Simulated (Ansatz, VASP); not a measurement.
BaTe: VASP beside Ansatz

```
Ba Te
1.0
     4.87811    0.00000    0.00000
    -2.43905    4.22456    0.00000
     0.00000    0.00000    8.54969
Ba Te
2 2
Direct
  0.00000 0.00000 0.00000
  0.00000 0.00000 0.50000
  0.33333 0.66667 0.25000
  0.66667 0.33333 0.75000
```

Alike in both runs: functional PBEsol; k mesh 8 × 8 × 4; occupations gaussian, width 0.05 eV; no spin polarisation.

Ansatz relaxed the structure, and its values are those at the end. VASP's run is a single point on that final structure, the one shown.

```csv
,VASP,Ansatz
version,VASP 6.6.1,Ansatz 0.2.0
potentials or method,"VASP PAW PBE potentials, release 64 (Ba_sv, Te)","scalar-relativistic, plane waves, PAW"
plane-wave cutoff (eV),520,420
valence electrons in the cell,32,52
```

```tsv
	VASP	Ansatz	Ansatz less VASP
gap on the k mesh at the Fermi level (eV)	1.57	1.65	+0.085
least direct gap on the mesh (eV)	1.62	1.71	+0.087
pressure (GPa)	-0.8	-1.1	-0.35
```

The two sets of potentials don't hold the same shells in valence.

Caveats: the PAW data sets were made with another functional, which shifts forces and pressure a little (VASP); spin-orbit coupling is left out, which moves the levels of the heavy elements. Expect the measured gap to be larger: semilocal functionals such as PBEsol lack the derivative discontinuity. A k mesh can miss the band edges.
